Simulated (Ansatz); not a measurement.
# SiNi3 (Pm-3m): equation of state with a fit

Where is the equilibrium volume of SiNi3 (Pm-3m), and how stiff is it? A script is to give an equation of state with a fit; the system is SiNi3 (Pm-3m).

The COD entry's cell or inner coordinates are ideal or old and differ from later refinements, so a difference from it is no clean test against experiment.

Computed with Ansatz 0.2.0 through its Python package. Level of theory: DFT PBE, plane waves, PAW.

## Step 1: The system

It takes space group Pm-3m (No. 221, cubic). The conventional cell has a = 3.542 Å, b = 3.542 Å, c = 3.542 Å, α = 90.00°, β = 90.00°, γ = 90.00°. Si (site symmetry m-3m) has 12 Ni at 2.50 Å as nearest neighbours. Ni (site symmetry 4/mmm) is surrounded by 4 Si at 2.50 Å and 8 Ni at 2.50 Å.

The script holds or builds the structure itself.

## Step 2: Script

File eos.py:

```python
"""Equation of state of SiNi3."""

import warnings

import ansatz as az
import numpy as np
from pymatgen.analysis.eos import EOS

vectors0 = np.array([
    [3.542, 0.0, 0.0],
    [0.0, 3.542, 0.0],
    [0.0, 0.0, 3.542],
])
sites = [
    ("Si", (0.0, 0.0, 0.0), 0.0),
    ("Ni", (0.0, 0.5, 0.5), 1.0),
    ("Ni", (0.5, 0.0, 0.5), 1.0),
    ("Ni", (0.5, 0.5, 0.0), 1.0),
]


def build(cell):
    crystal = az.Crystal(lattice=az.Lattice.of(cell))
    for symbol, position, moment in sites:
        crystal = crystal.atom(symbol, position, moment=moment or None)
    return crystal

warnings.simplefilter("ignore", az.DeckWarning)

# scale the volume, keep shape and fractions
volumes, energies, pressures = [], [], []
for scale in np.linspace(0.88, 1.12, 7):
    cell = vectors0 * scale ** (1 / 3)
    job = build(cell).calculation()
    job = job.spin(az.SpinTreatment.COLLINEAR)
    job = job.basis(21 * az.Ha)
    job = job.occupations(az.OccupationsMethod.FERMI_DIRAC, width=0.1).functional("pbe")
    job = job.kpoints(8, 8, 8).stress()
    r = job.run(threads=1, pin="off").report
    volumes.append(abs(np.linalg.det(cell)) / len(sites))
    energies.append(r["free_energy_ev"] / len(sites))
    pressures.append(np.trace(r["stress_gpa"]) / 3)
    print(f"V = {volumes[-1]:8.4f} A^3/atom  F = {energies[-1]:.5f} eV/atom  P = {pressures[-1]:8.3f} GPa")

for form in ["vinet", "pourier_tarantola"]:
    fit = EOS(eos_name=form).fit(volumes, energies)
    print(f"{form:18s} V0 {fit.v0:8.4f} A^3/atom  B0 {fit.b0_GPa:7.1f} GPa  B1 {fit.b1:5.2f}")
```

## Step 3: The run

Command:

```bash
> python eos.py
```

The program printed:

```text
RunWarning: the starting moments were not kept: the SCF closed with an absolute magnetisation of 2.0e-6 μB, where they sum to 3 μB in size (3 sites). That is at most 0.1 of that sum. Measured as dr2_m measures the in/out step, that magnetisation stands 2.7e-12 eV from none, at or under the dr2_threshold of 1.0e-7 eV: it is no larger than a step whose dr2_m would equal this threshold. The system may hold no moment; this SCF shows only that its start led to no more than that. To try another start: raise the starting moments (crystal.atoms[].spin, magnetization.per_species, magnetization.initial_magnetization, or on a non-collinear deck that types none of these the spinor_matrix: blocks that [...]
V =   9.7762 A^3/atom  F = -4539.13499 eV/atom  P =   26.299 GPa
V =  10.2205 A^3/atom  F = -4539.18866 eV/atom  P =   12.932 GPa
V =  10.6649 A^3/atom  F = -4539.20933 eV/atom  P =    2.389 GPa
V =  11.1093 A^3/atom  F = -4539.20397 eV/atom  P =   -5.926 GPa
V =  11.5536 A^3/atom  F = -4539.17809 eV/atom  P =  -12.471 GPa
V =  11.9980 A^3/atom  F = -4539.13609 eV/atom  P =  -17.604 GPa
V =  12.4424 A^3/atom  F = -4539.08149 eV/atom  P =  -21.603 GPa
vinet              V0  10.7824 A^3/atom  B0   213.1 GPa  B1  4.75
pourier_tarantola  V0  10.7835 A^3/atom  B0   213.9 GPa  B1  4.65
```

(Warnings from the package without file and line, shortened, repeats left out.)

Wall time 3.3 min (1 thread of Intel Xeon at 2.50GHz (Skylake/Cascade Lake), shared host); peak memory 0.65 GiB.

Lines on the test bed's own set-up are left out of the output.

## Step 4: What each run gave

From the records of these 7 runs:

| run | volume (Å³/atom) | energy from run 3 (meV/atom) | pressure (GPa) | SCF cycles | CPU time (s) |
| --- | --- | --- | --- | --- | --- |
| 1 | 9.776 | 74.34 | 26.30 | 12 | 25 |
| 2 | 10.221 | 20.67 | 12.93 | 11 | 23 |
| 3 | 10.665 | 0.00 | 2.39 | 12 | 26 |
| 4 | 11.109 | 5.36 | -5.93 | 12 | 28 |
| 5 | 11.554 | 31.24 | -12.47 | 12 | 28 |
| 6 | 11.998 | 73.24 | -17.60 | 12 | 28 |
| 7 | 12.442 | 127.85 | -21.60 | 12 | 30 |

Energies are free energies F = E - TS of the smeared occupations. 

## Step 5: Results

```
                      quantity            value
                 runs compared                7
               range of energy  127.85 meV/atom
lowest point, volume (Å³/atom)           10.665
      equilibrium volume (fit)    10.78 Å³/atom
            bulk modulus (fit)          213 GPa
```

What this shows: A third-order Birch-Murnaghan fit through the 7 points (the script's own form differs a little) has its minimum at 10.78 Å³ an atom, 2.9 % below the typed cell, with a bulk modulus of 213 GPa and dB/dP = 4.8. From that minimum the energy rises by 75.2 meV an atom on the compressed side and 128.7 meV on the expanded side. Notes:
- The SCF didn't keep the moments it started from (some shrank, vanished or turned); what is printed is the state reached.
- The mesh is modest for a metal, so energies can be off by several to tens of meV an atom and pressures by half a GPa or more; differences at equal mesh fare better.
- Of the deposited cell: the entry's cell lengths or inner coordinates differ somewhat from later room-temperature determinations.
- Pressure is positive in compression.
- At these settings the cell as given stands under about -6 GPa, so it isn't at this functional's equilibrium volume. The starting moments were not kept in at least one run, so it stands on a weaker or other magnetic state than the one typed.
